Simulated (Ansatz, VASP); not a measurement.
One calculation of KCl, two programs

```
K Cl
1.0
     0.00000    3.09298    3.15610
     3.09298    0.00000    3.15610
     3.09298    3.09298    0.00000
K Cl
1 1
Direct
  0.00000 0.00000 0.00000
  0.50000 0.50000 0.50000
```

Change from the starting cell: equal xx and yy strain of -2 %, crystal datasets.

Alike in both runs: task electric field gradients; functional LDA; k mesh 7 × 7 × 7; occupations fermi-dirac, width 0.03 eV; no spin polarisation.

```csv
,VASP,Ansatz
version,VASP 6.6.1,Ansatz 0.2.0
potentials or method,"VASP PAW LDA potentials, release 64 (K_sv, Cl), cutoff 520 eV","all-electron PAW with datasets made for the crystal, scalar-relativistic"
```

```tsv
	VASP	Ansatz	Ansatz less VASP
gap on the k mesh at the Fermi level (eV)	4.84	4.84	-0.004
pressure (GPa)	-1.4	-1.5	-0.05
largest component of the traceless stress (GPa)	0.46	0.44	-0.013
Vzz of the field gradient on the site that differs most (V/Å²)	4.0	3.9	-0.12
```

Ansatz ran all-electron here, so the differences hold the error of VASP's frozen core and of both bases.
